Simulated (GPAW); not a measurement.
# free-standing square Cr monolayer, spacing 3.072 A: which magnetic order is lowest, part 2 of 2

Does free-standing square Cr monolayer, spacing 3.072 A prefer parallel or opposed moments, or none?

GPAW 26.7.0; PBE; plane waves with GPAW's PAW setups, scalar-relativistic.

So far, largest spin moment in the augmentation sphere (μB): step 2 (order 1, typed as ferro +) 3.92; step 3 (start 2: antiferro q=(1/2,1/2,0) +-) 3.79.

## 4. Run 3 (antiferro q=(0,1/2,0) +-)

Another pattern of signs weighs the neighbour shells otherwise.

The cell is doubled to 2 atoms to hold this order. Its mesh is chosen so that both cells sample the same points.

File order3.py:

```python
import json
import numpy as np
from ase import Atoms
from ase.parallel import paropen, parprint
from gpaw import GPAW

atoms = Atoms(['Cr', 'Cr'],
    cell=[[3.072, 0.0, 0.0],
         [0.0, 6.144, 0.0],
         [0.0, 0.0, 14.0]],
    scaled_positions=[[0.0, 0.0, 0.5],
         [0.0, 0.5, 0.5]],
    pbc=True,
    magmoms=[2.5, -2.5])
atoms.calc = GPAW(mode={'name': 'pw', 'ecut': 550},
    xc='PBE',
    kpts={'size': (10, 5, 1), 'gamma': True},
    occupations={'name': 'fermi-dirac', 'width': 0.05},
    convergence={'density': 1e-05, 'energy': 1e-05},
    maxiter=200,
    symmetry={'tolerance': 1e-4},
    txt='order3.txt')
e = atoms.get_potential_energy(force_consistent=True)
res = {'free_energy': e, 'energy_sigma0': atoms.get_potential_energy(), 'fermi_energy': atoms.calc.get_fermi_level()}
res['moments'] = atoms.get_magnetic_moments().tolist()
res['total'] = atoms.get_magnetic_moment()
parprint('site moments (muB):', np.round(res['moments'], 3))
parprint(f"total moment: {res['total']:.3f} muB")
parprint(f'free energy: {e:.6f} eV')
atoms.calc.write('order3.gpw')
with paropen('results.json', 'w') as f:
    json.dump(res, f)
```

Run with:

```console
$ OMP_NUM_THREADS=1 python3 order3.py > order3.log
```

The log of the run:

```text
site moments (muB): [ 3.867 -3.867]
total moment: -0.000 muB
free energy: -13.598398 eV

--- order3.txt ---
Input parameters:
  mode=PW(ecut=550),
  convergence={'density': 1e-05, 'energy': 1e-05},
  kpts=MonkhorstPack(size=(10, 5, 1), gamma=True),
  maxiter=200,
  occupations=Occupations(name='fermi-dirac', width=0.05),
  symmetry=Symmetry(tolerance=0.0001),
  xc=XC(name='PBE')

Diagonalizing LCAO Hamiltonian
[...]
|          3 |        -3.304 |     1.000 |        -3.304 |     1.000 |
|          4 |        -2.732 |     0.976 |        -2.732 |     0.976 |
[...]
|          8 |         0.053 |     0.000 |         0.053 |     0.000 |
|          9 |         0.350 |     0.000 |         0.350 |     0.000 |
|         10 |         1.007 |     0.000 |         1.007 |     0.000 |
|         11 |         1.229 |     0.000 |         1.229 |     0.000 |

No gap
No difference between direct/indirect transitions


[key lines of the parts left out:]
Free energy:     -13.598398
Converged in 19 steps
dipole moment: (-14.505561, -14.505528, 0.000152)  # |e|*Ang
Fermi level: -2.546
```

Wall time 57 s (1 MPI rank of AMD EPYC 7R13 (Zen 3), shared host); peak memory 0.33 GiB.

Spin moment in the augmentation sphere by atom:

```
atom  spin moment in the augmentation sphere (μB)
 Cr1                                         3.87
 Cr2                                        -3.87
```

Read from the output:

* magnetization: 0 μB
* final state: antiferromagnetic

It lies 203 meV a seeded atom under the first start, and its largest moment is 3.87 μB against 3.92 μB.

## 5. Run 4 (no spin polarisation)

This run holds no moments, which gives a state to set the others against.

File nospin.py:

```python
import json
import numpy as np
from ase import Atoms
from ase.parallel import paropen, parprint
from gpaw import GPAW

atoms = Atoms(['Cr'],
    cell=[[3.072, 0.0, 0.0],
         [0.0, 3.072, 0.0],
         [0.0, 0.0, 14.0]],
    scaled_positions=[[0.0, 0.0, 0.5]],
    pbc=True)
atoms.calc = GPAW(mode={'name': 'pw', 'ecut': 550},
    xc='PBE',
    kpts={'size': (10, 10, 1), 'gamma': True},
    occupations={'name': 'fermi-dirac', 'width': 0.05},
    convergence={'density': 1e-05, 'energy': 1e-05},
    maxiter=200,
    symmetry={'tolerance': 1e-4},
    txt='nospin.txt')
e = atoms.get_potential_energy(force_consistent=True)
res = {'free_energy': e, 'energy_sigma0': atoms.get_potential_energy(), 'fermi_energy': atoms.calc.get_fermi_level()}
parprint(f'free energy: {e:.6f} eV')
atoms.calc.write('nospin.gpw')
with paropen('results.json', 'w') as f:
    json.dump(res, f)
```

Run with:

```console
$ OMP_NUM_THREADS=1 python3 nospin.py > nospin.log
```

The log of the run:

```text
free energy: -4.308846 eV

--- nospin.txt ---
Input parameters:
  mode=PW(ecut=550),
  convergence={'density': 1e-05, 'energy': 1e-05},
  kpts=MonkhorstPack(size=(10, 10, 1), gamma=True),
  maxiter=200,
  occupations=Occupations(name='fermi-dirac', width=0.05),
  symmetry=Symmetry(tolerance=0.0001),
  xc=XC(name='PBE')

Diagonalizing LCAO Hamiltonian
Converting LCAO to pw mode
   .-------.
  /|       |
 * |       |
[...]
| band index |      eig [eV] | occ [0-2] |
|------------|---------------|-----------|
|          0 |        -5.953 |     2.000 |
|          1 |        -3.697 |     2.000 |
|          2 |        -3.143 |     1.995 |
|          3 |        -2.348 |     0.000 |
|          4 |        -2.348 |     0.000 |
|          5 |        -1.901 |     0.000 |
|          6 |        -1.645 |     0.000 |
|          7 |         1.122 |     0.000 |

No gap
No difference between direct/indirect transitions


[key lines of the parts left out:]
Free energy:      -4.308846
Converged in 17 steps
dipole moment: (-7.396193, -7.396193, 0.000076)  # |e|*Ang
Fermi level: -2.838
```

Run time: 13 s. Hardware: 1 MPI rank; peak memory 0.18 GiB.

This step gave:

```
final state : non-magnetic (no spin polarisation)
```

It lies 2287 meV a seeded atom over the first start.

## 6. Energies of the orders

These are free energies at a smearing of 0.05 eV, so its entropy term is in the differences. They are divided by the number of seeded atoms, so that cells of unlike size compare. Wavevectors q in the names are fractions of the reciprocal vectors of the first run's cell.

Orders:

```
                     start        final state  typed order kept  energy over the lowest (meV a seeded atom)  largest site moment (μB)  net moment (μB a primitive cell)  mesh matched  CPU time (s)
                   ferro +      ferromagnetic               yes                                       257.5                     3.917                             5.067           yes         23.15
antiferro q=(1/2,1/2,0) +-  antiferromagnetic               yes                                           0                      3.79                                 0           yes         91.42
  antiferro q=(0,1/2,0) +-  antiferromagnetic               yes                                       54.09                     3.867                                 0           yes         57.05
      no spin polarisation       non-magnetic                 -                                        2544                         0                                 0           yes         12.93
```

## 7. Summary of results

```yaml
lowest_state_found: antiferromagnetic (typed antiferro q=(1/2,1/2,0) +-)
largest_site_moment: 3.79 μB
next_state: antiferromagnetic, 54.1 meV a seeded atom higher
energy_gained_by_spin_polarisation: 2544 meV a seeded atom
```

**Reading.** The lowest state found is antiferromagnetic, reached from the start antiferro q=(1/2,1/2,0) +-, with moments up to 3.79 μB. The next state costs 54 meV a seeded atom. This is the lowest of 4 finished starts, no proof of the ground state.

[Logs and program files are shortened in this print: banners, set-up blocks, solver, clock and traceback lines can be left out without a mark of their own.]

[Logs are printed without paths, hosts, clocks, repeated set-up lines and the standing remarks that a program may print on its own settings, such as how far it seeks lower states.]

[Hosts, paths, dates, database ids (printed as entryN), source tags and the programs' standing remarks are cut or masked in the printed files.]

[Where a cell is said to come from a database of computed structures, the database is the Materials Project.]
